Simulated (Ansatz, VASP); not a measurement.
Two plane-wave programs on SbS3

```
Sb S
1.0
    -2.75376    2.75376    2.75376
     2.75376   -2.75376    2.75376
     2.75376    2.75376   -2.75376
Sb S
1 3
Cartesian
  0.0000 0.0000 0.0000
  2.7538 0.0000 0.0000
  0.0000 2.7538 0.0000
  0.0000 0.0000 2.7538
```

Change from the starting cell: species swapped into the Sb3Au type (Im-3m, No. 229).

Alike in both runs: functional PBE; k mesh 12 × 12 × 12; occupations gaussian, width 0.1 eV; no spin polarisation.

Ansatz relaxed the structure, and its values are those at the end. VASP's run is a single point on that final structure, the one shown.

|  | VASP | Ansatz |
| --- | --- | --- |
| version | VASP 6.6.1 | Ansatz 0.2.0 |
| potentials or method | VASP PAW PBE potentials, release 64 (Sb, S) | scalar-relativistic, plane waves, PAW |
| plane-wave cutoff (eV) | 520 | 420 |
| valence electrons in the cell | 23 | 33 |

```csv
,VASP,Ansatz,Ansatz less VASP
gap on the k mesh at the Fermi level (eV),none,none,-
pressure (GPa),-0.2,0.0,+0.18
```

A gap of «none» marks a metal or a gap that the smearing closes. The functional is the same, so the differences come from potentials, cutoffs and numerics. The two sets of potentials don't hold the same shells in valence.

Spin-orbit coupling is left out, which matters for the levels of Sb.
